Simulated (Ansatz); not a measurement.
Runs of Ansatz 0.2.0 on CdSe. It takes space group F-43m (No. 216, cubic). Conventional cell: a = 6.141 Å, b = 6.141 Å, c = 6.141 Å, α = 90.00°, β = 90.00°, γ = 90.00°. Cd (site symmetry -43m) has 4 Se at 2.66 Å as nearest neighbours. Se (site symmetry -43m) has 4 Cd at 2.66 Å as nearest neighbours. Measurements of this composition are mostly on another form, of space group No. 186.

```csv
task,level,cell,k mesh,cutoff (eV),smearing,basis error allowed,mesh quality,gap on the mesh (eV),pressure (GPa),relaxed volume (Å³/atom)
relaxation of cell and atoms,BLYP,relaxed,8 × 8 × 8,-,fermi-dirac 0.05 eV,0.001 eV/atom,not flagged,-,0.0,(a)
single point,PBE,as given,8 × 8 × 8,266,gaussian 0.023 eV,0.001 eV/atom,not flagged,0.55,1.3,-
single point,PBE,as given,4 × 4 × 4,225,fermi-dirac 0.06 eV,0.004 eV/atom,coarse,0.54,(c),-
single point,PBE,as given,8 × 8 × 8,266,gaussian 0.1 eV,0.001 eV/atom,not flagged,0.55,1.3,-
single point,PBE,as given,8 × 8 × 8,266,gaussian 0.026 eV,0.001 eV/atom,not flagged,0.55,1.3,-
band structure,PBEsol,as given,8 × 8 × 8,266,fermi-dirac 0.05 eV,0.001 eV/atom,not flagged,0.43,-1.4,-
phonons,PBEsol,as given,6 × 6 × 6,288,fermi-dirac 0.05 eV,0.001 eV/atom,not flagged,(b),-,-
elastic constants,PBE,as given,6 × 6 × 6,288,fermi-dirac 0.05 eV,0.001 eV/atom,not flagged,0.55,1.3,-
single point,PBE,as given,8 × 8 × 8,266,gaussian 0.022 eV,0.001 eV/atom,not flagged,0.55,1.3,-
single point,PBE,as given,8 × 8 × 8,266,gaussian 0.021 eV,0.001 eV/atom,not flagged,0.55,1.3,-
relaxation of cell and atoms,PBEsol+D4,relaxed,8 × 8 × 8,-,fermi-dirac 0.05 eV,0.001 eV/atom,not flagged,0.52,0.0,27.58
single point,PBE,as given,8 × 8 × 8,266,gaussian 0.03 eV,0.001 eV/atom,not flagged,0.55,1.3,-
```

Alike in all rows: potentials or basis all-electron LAPW, scalar-relativistic; no spin polarisation.

Fill in the values left out.

(a) 31.53; (b) 0.42; (c) 1.5.

Caveats: some runs use coarse meshes.

A k mesh can miss the band edges, and the runs leave out spin-orbit coupling on Cd, Se.
